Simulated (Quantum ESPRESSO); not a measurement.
# ZrN (Fm-3m) in Quantum ESPRESSO: notebook

Runs on ZrN. Level: PBEsol. Tasks: single point, equation of state.

All numbers are computed with Quantum ESPRESSO 7.5; they aren't measurements. Logs are shortened: lines on timing, memory, paths and dates and some standing lists are left out, and cuts for length are marked.

## (1) The structure

Symmetry: Fm-3m, No. 225, cubic system. Conventional cell: a = 4.600 Å, b = 4.600 Å, c = 4.600 Å, α = 90.00°, β = 90.00°, γ = 90.00°. Around Zr (site symmetry m-3m) lie 6 N at 2.30 Å. N (site symmetry m-3m) is surrounded by 6 Zr at 2.30 Å.

## (2) Single point, PBEsol, 11.44 Å³/atom

Input file pw.in:

```
&CONTROL
  calculation = 'scf'
  prefix = 'pwscf'
  outdir = './tmp'
  pseudo_dir = './pseudo'
  tprnfor = .true.
  tstress = .true.
  disk_io = 'nowf'
/
&SYSTEM
  ibrav = 0
  nat = 2
  ntyp = 2
  ecutwfc = 84
  nbnd = 15
  occupations = 'smearing'
  smearing = 'fd'
  degauss = 0.00367493
/
&ELECTRONS
  conv_thr = 4d-10
  electron_maxstep = 120
  mixing_beta = 0.5
/
ATOMIC_SPECIES
Zr    91.2240 Zr.upf
N     14.0070 N.upf
CELL_PARAMETERS angstrom
   0.0000000000    2.2530480500    2.2530480500
   2.2530480500    0.0000000000    2.2530480500
   2.2530480500    2.2530480500    0.0000000000
ATOMIC_POSITIONS crystal
Zr     0.5000000000    0.5000000000    0.5000000000
N      0.0000000000    0.0000000000    0.0000000000
K_POINTS automatic
10 10 10 0 0 0
```

Potentials or basis: PseudoDojo 0.4.1 SR PBEsol standard.

Started as:

```sh
$ OMP_NUM_THREADS=1 pw.x -in pw.in > pw.out
```

pw.out:

```text
This program is part of the open-source Quantum ESPRESSO suite
     for quantum simulation of materials; please cite
[... 9 lines left out ...]
     --------------------
     sticks:   dense  smooth     PW     G-vecs:    dense   smooth      PW
     Sum         847     847    253                16145    16145    2733

     Using Slab Decomposition

     bravais-lattice index     =            0
     lattice parameter (alat)  =       6.0212  a.u.
     unit-cell volume          =     154.3611 (a.u.)^3
     number of atoms/cell      =            2
     number of atomic types    =            2
     number of electrons       =        17.00
     number of Kohn-Sham states=           15
     kinetic-energy cutoff     =      84.0000  Ry
     charge density cutoff     =     336.0000  Ry
     scf convergence threshold =      4.0E-10
     mixing beta               =       0.5000
     number of iterations used =            8  plain     mixing
     Exchange-correlation= PBESOL
                           (   1   4  10   8   0   0   0)

     celldm(1)=   6.021218  celldm(2)=   0.000000  celldm(3)=   0.000000
     celldm(4)=   0.000000  celldm(5)=   0.000000  celldm(6)=   0.000000

     crystal axes: (cart. coord. in units of alat)
               a(1) = (   0.000000   0.707107   0.707107 )
               a(2) = (   0.707107   0.000000   0.707107 )
               a(3) = (   0.707107   0.707107   0.000000 )

     reciprocal axes: (cart. coord. in units 2 pi/alat)
               b(1) = ( -0.707107  0.707107  0.707107 )
               b(2) = (  0.707107 -0.707107  0.707107 )
               b(3) = (  0.707107  0.707107 -0.707107 )

     PseudoPot. # 1 for Zr read from file:
     Zr.upf
     Pseudo is Norm-conserving + core correction, Zval = 12.0
     Generated using ONCVPSP code by D. R. Hamann
     Using radial grid of 1604 points,  6 beta functions with:
                l(1) =   0
                l(2) =   0
                l(3) =   1
                l(4) =   1
                l(5) =   2
                l(6) =   2

     PseudoPot. # 2 for N  read from file:
     N.upf
     Pseudo is Norm-conserving + core correction, Zval =  5.0
     Generated using ONCVPSP code by D. R. Hamann
     Using radial grid of 1058 points,  4 beta functions with:
                l(1) =   0
                l(2) =   0
                l(3) =   1
                l(4) =   1

     atomic species   valence    mass     pseudopotential
     Zr               12.00    91.22400     Zr( 1.00)
     N                 5.00    14.00700     N ( 1.00)

     48 Sym. Ops., with inversion, found

   Cartesian axes

     site n.     atom                  positions (alat units)
         1        Zr     tau(   1) = (   0.7071068   0.7071068   0.7071068  )
         2        N      tau(   2) = (   0.0000000   0.0000000   0.0000000  )

     number of k points=    47  Fermi-Dirac smearing, width (Ry)=  0.0037
                       cart. coord. in units 2pi/alat
        k(    1) = (   0.0000000   0.0000000   0.0000000), wk =   0.0020000
        k(    2) = (   0.0707107   0.0707107  -0.0707107), wk =   0.0160000
        k(    3) = (   0.1414214   0.1414214  -0.1414214), wk =   0.0160000
        k(    4) = (   0.2121320   0.2121320  -0.2121320), wk =   0.0160000
        k(    5) = (   0.2828427   0.2828427  -0.2828427), wk =   0.0160000
        k(    6) = (  -0.3535534  -0.3535534   0.3535534), wk =   0.0080000
[... 39 lines left out ...]
        k(   46) = (  -0.0707107  -0.3535534   0.6363961), wk =   0.0480000
        k(   47) = (  -0.7071068   0.2828427   0.0000000), wk =   0.0240000

     Dense  grid:    16145 G-vectors     FFT dimensions: (  36,  36,  36)

     Initial potential from superposition of free atoms

     starting charge      16.9978, renormalised to      17.0000
     Starting wfcs are   14 randomized atomic wfcs +    1 random wfcs

     Self-consistent Calculation

     iteration #  1     ecut=    84.00 Ry     beta= 0.50
     Davidson diagonalization with overlap
     ethr =  1.00E-02,  avg # of iterations =  4.2

     total energy              =    -121.93833968 Ry
     estimated scf accuracy    <       0.53991039 Ry

     iteration #  2     ecut=    84.00 Ry     beta= 0.50
     Davidson diagonalization with overlap
     ethr =  3.18E-03,  avg # of iterations =  2.0

     total energy              =    -122.08821418 Ry
     estimated scf accuracy    <       0.33096431 Ry

     iteration #  3     ecut=    84.00 Ry     beta= 0.50
     Davidson diagonalization with overlap
     ethr =  1.95E-03,  avg # of iterations =  1.2

     total energy              =    -122.14812179 Ry
     estimated scf accuracy    <       0.00343777 Ry

     iteration #  4     ecut=    84.00 Ry     beta= 0.50
     Davidson diagonalization with overlap
     ethr =  2.02E-05,  avg # of iterations =  2.9

     total energy              =    -122.14872302 Ry
     estimated scf accuracy    <       0.00286042 Ry

     iteration #  5     ecut=    84.00 Ry     beta= 0.50
     Davidson diagonalization with overlap
     ethr =  1.68E-05,  avg # of iterations =  1.0
[... 29 lines left out ...]
     total energy              =    -122.14885047 Ry
     estimated scf accuracy    <       0.00000001 Ry

     iteration # 10     ecut=    84.00 Ry     beta= 0.50
     Davidson diagonalization with overlap
     ethr =  8.23E-11,  avg # of iterations =  2.0

     total energy              =    -122.14885047 Ry
     estimated scf accuracy    <          8.2E-09 Ry

     iteration # 11     ecut=    84.00 Ry     beta= 0.50
     Davidson diagonalization with overlap
     ethr =  4.81E-11,  avg # of iterations =  1.0

     total energy              =    -122.14885047 Ry
     estimated scf accuracy    <          6.1E-10 Ry

     iteration # 12     ecut=    84.00 Ry     beta= 0.50
     Davidson diagonalization with overlap
     ethr =  3.61E-12,  avg # of iterations =  2.0

     End of self-consistent calculation

          k = 0.0000 0.0000 0.0000 (  1989 PWs)   bands (ev):

   -30.6818  -8.2723  -8.2723  -8.2723   2.2069  15.9318  15.9318  15.9318
    18.2033  18.2033  18.2033  20.3449  20.3449  21.9970  27.9128

          k = 0.0707 0.0707-0.0707 (  2004 PWs)   bands (ev):

   -30.6648  -8.4262  -8.2830  -8.2830   2.4389  15.1092  15.3479  15.3479
    18.4900  18.5172  18.5172  21.1111  21.1111  22.5657  28.6313

          k = 0.1414 0.1414-0.1414 (  2012 PWs)   bands (ev):

   -30.6200  -8.8067  -8.3107  -8.3107   3.0409  13.5940  14.3213  14.3213
    18.9815  19.2858  19.2858  22.7810  22.7810  23.7907  30.3402

          k = 0.2121 0.2121-0.2121 (  2012 PWs)   bands (ev):

   -30.5639  -9.2409  -8.3445  -8.3445   3.7965  12.1449  13.4389  13.4389
    19.7677  20.3682  20.3682  24.6444  24.6444  24.7350  31.5947

          k = 0.2828 0.2828-0.2828 (  2012 PWs)   bands (ev):

   -30.5180  -9.5687  -8.3716  -8.3716   4.4494  11.0835  12.8722  12.8722
    20.9428  21.4731  21.4731  24.4553  26.2397  26.2397  31.9777

          k =-0.3536-0.3536 0.3536 (  2006 PWs)   bands (ev):

   -30.5004  -9.6892  -8.3818  -8.3818   4.7195  10.6793  12.6783  12.6783
    21.9073  21.9912  21.9912  23.6321  26.9660  26.9660  32.2921

          k = 0.1414-0.0000 0.0000 (  2017 PWs)   bands (ev):
[... 99 lines left out ...]
          k =-0.0000-0.4243 0.4243 (  2007 PWs)   bands (ev):

   -30.4699  -9.2812  -8.9611  -8.4632   3.9167  11.8918  13.1940  13.7616
    20.3450  21.1423  21.4236  23.7227  26.7426  29.0538  31.0355

          k = 0.5657-0.0000 0.0000 (  2020 PWs)   bands (ev):

   -30.4655  -9.3185  -8.6643  -8.6643   2.8877  13.4711  15.1268  15.3696
    15.3696  22.0655  23.3531  23.3531  23.9605  27.9145  30.7568

          k =-0.0707-0.6364 0.6364 (  2018 PWs)   bands (ev):

   -30.4480  -9.3503  -8.7587  -8.6750   2.8741  13.8676  14.3509  15.1120
    16.1079  22.7646  23.2777  23.3861  24.3178  28.1799  29.7207

          k = 0.0000-0.5657 0.5657 (  2018 PWs)   bands (ev):

   -30.4441  -9.2709  -8.9499  -8.6294   3.1511  13.4328  13.9533  14.4213
    17.1950  22.6809  22.9507  24.1036  24.4160  29.1721  29.6420

          k =-0.7071 0.0000 0.0000 (  2044 PWs)   bands (ev):

   -30.4425  -9.3942  -8.7047  -8.7047   2.6985  14.1213  14.9050  15.4720
    15.4720  22.2942  23.5820  23.5820  24.1926  28.0757  29.1536

          k = 0.2828 0.1414 0.0000 (  2001 PWs)   bands (ev):

   -30.5845  -8.9221  -8.4761  -8.3478   3.3019  12.6135  14.1789  14.6557
    17.8110  20.4222  20.9647  21.6703  23.4369  25.9430  31.5779

          k = 0.3536 0.2121-0.0707 (  2005 PWs)   bands (ev):

   -30.5355  -9.2122  -8.5708  -8.3845   3.7478  12.0204  13.4250  14.0647
    18.4418  21.1258  21.9504  22.8075  24.8070  26.8871  32.0498

          k =-0.2828-0.4243 0.5657 (  2011 PWs)   bands (ev):

   -30.4955  -9.4475  -8.6152  -8.4341   4.0939  11.5943  13.0461  13.5060
    19.4325  21.8929  22.0050  24.2398  25.8749  27.2992  31.3584

          k =-0.2121-0.3536 0.4950 (  2010 PWs)   bands (ev):

   -30.4802  -9.5364  -8.6252  -8.4586   4.2230  11.4250  13.0721  13.1658
    20.5068  21.0372  22.3987  24.9891  26.4279  27.2526  31.1114

          k = 0.4243 0.1414-0.0000 (  2010 PWs)   bands (ev):

   -30.5174  -9.1737  -8.6180  -8.5023   3.4320  12.3749  14.2358  14.4074
    17.1071  22.0727  22.2036  22.6254  23.9837  27.6796  32.4689

          k =-0.2121-0.4950 0.6364 (  2013 PWs)   bands (ev):

   -30.4811  -9.3082  -8.7323  -8.5513   3.5836  12.4540  13.6001  14.0223
    17.9166  22.2111  22.7200  23.4345  25.2027  28.0218  31.0473

          k =-0.1414-0.4243 0.5657 (  2005 PWs)   bands (ev):
[... 9 lines left out ...]
          k = 0.0000-0.2828 0.4243 (  1999 PWs)   bands (ev):

   -30.4959  -9.2837  -8.7736  -8.4379   3.8751  11.9214  13.2006  13.8930
    19.1217  21.7630  21.8003  23.1211  26.1144  27.7093  31.4576

          k =-0.1414-0.5657 0.7071 (  2016 PWs)   bands (ev):

   -30.4630  -9.3018  -8.7312  -8.6624   3.1204  13.3154  14.2897  14.4457
    16.7684  22.6437  22.9763  23.3027  24.5551  28.1591  30.6026

          k =-0.0707-0.4950 0.6364 (  2011 PWs)   bands (ev):

   -30.4475  -9.2643  -8.8981  -8.6737   3.2597  13.3093  13.8540  14.1105
    17.6980  21.9284  23.3601  23.7578  24.8900  29.0629  30.2055

          k =-0.0000-0.4243 0.5657 (  2007 PWs)   bands (ev):

   -30.4494  -9.1323  -9.1090  -8.6075   3.5469  12.6281  13.7075  13.8220
    18.9879  20.9394  22.9875  24.1031  25.4550  30.3728  30.5436

          k =-0.7071 0.1414 0.0000 (  2014 PWs)   bands (ev):

   -30.4421  -9.3316  -8.7740  -8.7344   2.9291  14.0320  14.2445  14.4931
    16.6991  22.7462  23.0716  23.5864  24.4725  28.7113  29.4181

          k =-0.1414-0.4243 0.7071 (  1994 PWs)   bands (ev):

   -30.4566  -9.2474  -8.9030  -8.6401   3.5371  12.6949  13.6169  13.8637
    18.7524  21.1072  23.1647  23.6232  25.6161  29.2330  30.8597

          k =-0.0707-0.3536 0.6364 (  2002 PWs)   bands (ev):

   -30.4472  -9.1780  -8.9978  -8.6921   3.5235  12.7203  13.7601  13.7607
    19.7699  19.8799  23.3681  24.0109  25.2865  30.3575  30.7494

          k =-0.7071 0.2828 0.0000 (  2002 PWs)   bands (ev):

   -30.4416  -9.1647  -8.9518  -8.7814   3.3382  13.1947  13.8723  13.8732
    18.6446  20.8311  23.5935  23.7110  24.9828  30.2232  30.4755

     the Fermi energy is    18.6783 ev

!    total energy              =    -122.14885047 Ry
     estimated scf accuracy    <          2.4E-11 Ry
     smearing contrib. (-TS)   =      -0.00043227 Ry
     internal energy E=F+TS    =    -122.14841821 Ry

     The total energy is F=E-TS. E is the sum of the following terms:
     one-electron contribution =      -2.18458463 Ry
     hartree contribution      =      12.59172796 Ry
     xc contribution           =     -26.20452705 Ry
     ewald contribution        =    -106.35103448 Ry

     convergence has been achieved in  12 iterations

     Forces acting on atoms (cartesian axes, Ry/au):

     atom    1 type  1   force =     0.00000000    0.00000000    0.00000000
     atom    2 type  2   force =     0.00000000    0.00000000    0.00000000

     Total force =     0.000000     Total SCF correction =     0.000000

     Computing stress (Cartesian axis) and pressure

          total   stress  (Ry/bohr**3)                   (kbar)     P=       90.90
   0.00061794  -0.00000000  -0.00000000           90.90       -0.00       -0.00
  -0.00000000   0.00061794  -0.00000000           -0.00       90.90       -0.00
  -0.00000000  -0.00000000   0.00061794           -0.00       -0.00       90.90

=------------------------------------------------------------------------------=
   JOB DONE.
=------------------------------------------------------------------------------=
```

Wall time 12 s (1 thread of AMD EPYC 9R14 (Zen 4), shared host); peak memory 0.07 GiB.

What came out:

```
Free energy            : -1661.9198 eV
Pressure               : 9.1 GPa
Band gap on the k mesh : none (metal or under the smearing width)
```

## (3) Single point, PBEsol, 11.68 Å³/atom

pw.in, as its differences from that of step 2:

```diff
@@ -28,5 +28,5 @@
 CELL_PARAMETERS angstrom
-   0.0000000000    2.2530480500    2.2530480500
-   2.2530480500    0.0000000000    2.2530480500
-   2.2530480500    2.2530480500    0.0000000000
+   0.0000000000    2.2689151084    2.2689151084
+   2.2689151084    0.0000000000    2.2689151084
+   2.2689151084    2.2689151084    0.0000000000
 ATOMIC_POSITIONS crystal
```

Potentials or basis: PseudoDojo 0.4.1 SR PBEsol standard.

Started as:

```sh
$ OMP_NUM_THREADS=1 pw.x -in pw.in > pw.out
```

Run time: 11 s. Hardware: 1 thread of AMD EPYC 9R14 (Zen 4), shared host; peak memory 0.07 GiB.

Results (log left out):

- Free energy: -1661.9379 eV
- Pressure: 2.9 GPa
- Band gap on the k mesh: none (metal or under the smearing width)

## (4) Single point, PBEsol, 11.92 Å³/atom

pw.in, as its differences from that of step 3:

```diff
@@ -28,5 +28,5 @@
 CELL_PARAMETERS angstrom
-   0.0000000000    2.2689151084    2.2689151084
-   2.2689151084    0.0000000000    2.2689151084
-   2.2689151084    2.2689151084    0.0000000000
+   0.0000000000    2.2845632933    2.2845632933
+   2.2845632933    0.0000000000    2.2845632933
+   2.2845632933    2.2845632933    0.0000000000
 ATOMIC_POSITIONS crystal
```

Started as:

```sh
$ OMP_NUM_THREADS=1 pw.x -in pw.in > pw.out
```

Run time: 11 s. Hardware: 1 thread of AMD EPYC 9R14 (Zen 4), shared host; peak memory 0.07 GiB.

Results (log left out):

* Free energy: -1661.9382 eV
* Pressure: -2.6 GPa
* Band gap on the k mesh: none (metal or under the smearing width)

## (5) Single point, PBEsol, 12.17 Å³/atom

pw.in, as its differences from that of step 4:

```diff
@@ -28,5 +28,5 @@
 CELL_PARAMETERS angstrom
-   0.0000000000    2.2845632933    2.2845632933
-   2.2845632933    0.0000000000    2.2845632933
-   2.2845632933    2.2845632933    0.0000000000
+   0.0000000000    2.3000000000    2.3000000000
+   2.3000000000    0.0000000000    2.3000000000
+   2.3000000000    2.3000000000    0.0000000000
 ATOMIC_POSITIONS crystal
```

Started as:

```sh
$ OMP_NUM_THREADS=1 pw.x -in pw.in > pw.out
```

It took 11 s on 1 thread of AMD EPYC 9R14 (Zen 4), shared host; peak memory 0.07 GiB.

It converged, with:

```yaml
Free_energy: -1661.9226 eV
Pressure: -7.6 GPa
Band_gap_on_the_k_mesh: none (metal or under the smearing width)
```

## (6) Single point, PBEsol, 12.41 Å³/atom

pw.in, as its differences from that of step 5:

```diff
@@ -28,5 +28,5 @@
 CELL_PARAMETERS angstrom
-   0.0000000000    2.3000000000    2.3000000000
-   2.3000000000    0.0000000000    2.3000000000
-   2.3000000000    2.3000000000    0.0000000000
+   0.0000000000    2.3152322320    2.3152322320
+   2.3152322320    0.0000000000    2.3152322320
+   2.3152322320    2.3152322320    0.0000000000
 ATOMIC_POSITIONS crystal
```

Potentials or basis: PseudoDojo 0.4.1 SR PBEsol standard.

Started as:

```sh
$ OMP_NUM_THREADS=1 pw.x -in pw.in > pw.out
```

It took 14 s on 1 thread of AMD EPYC 9R14 (Zen 4), shared host; peak memory 0.07 GiB.

The run converged. Its results:

```yaml
Free_energy: -1661.8927 eV
Pressure: -12.0 GPa
Band_gap_on_the_k_mesh: none (metal or under the smearing width)
```

## (7) Single point, PBEsol, 12.65 Å³/atom

pw.in, as its differences from that of step 6:

```diff
@@ -28,5 +28,5 @@
 CELL_PARAMETERS angstrom
-   0.0000000000    2.3152322320    2.3152322320
-   2.3152322320    0.0000000000    2.3152322320
-   2.3152322320    2.3152322320    0.0000000000
+   0.0000000000    2.3302666288    2.3302666288
+   2.3302666288    0.0000000000    2.3302666288
+   2.3302666288    2.3302666288    0.0000000000
 ATOMIC_POSITIONS crystal
```

Started as:

```sh
$ OMP_NUM_THREADS=1 pw.x -in pw.in > pw.out
```

Run time: 14 s. Hardware: 1 thread of AMD EPYC 9R14 (Zen 4), shared host; peak memory 0.07 GiB.

It converged, with:

```yaml
Free_energy: -1661.8500 eV
Pressure: -16.0 GPa
Band_gap_on_the_k_mesh: none (metal or under the smearing width)
```

## (8) Single point, PBEsol, 12.90 Å³/atom

pw.in, as its differences from that of step 7:

```diff
@@ -28,5 +28,5 @@
 CELL_PARAMETERS angstrom
-   0.0000000000    2.3302666288    2.3302666288
-   2.3302666288    0.0000000000    2.3302666288
-   2.3302666288    2.3302666288    0.0000000000
+   0.0000000000    2.3451094916    2.3451094916
+   2.3451094916    0.0000000000    2.3451094916
+   2.3451094916    2.3451094916    0.0000000000
 ATOMIC_POSITIONS crystal
```

Started as:

```sh
$ OMP_NUM_THREADS=1 pw.x -in pw.in > pw.out
```

It took 14 s on 1 thread of AMD EPYC 9R14 (Zen 4), shared host; peak memory 0.07 GiB.

The run converged. Its results:

```yaml
Free_energy: -1661.7958 eV
Pressure: -19.6 GPa
Band_gap_on_the_k_mesh: none (metal or under the smearing width)
```

## (9) Equation of state, PBEsol

Potentials or basis: PseudoDojo 0.4.1 SR PBEsol standard.

No new run: the results of the series are fitted here.

What came out:

```
Equilibrium volume                      : 11.81 Å³/atom
Bulk modulus                            : 268 GPa
Pressure derivative of the bulk modulus : 4.3
```

Energy against volume, from the lowest point:
```tsv
volume (Å³/atom)	energy (meV/atom)
11.437	9.21
11.680	0.16
11.924	0.00
12.167	7.81
12.410	22.76
12.654	44.11
12.897	71.20
```
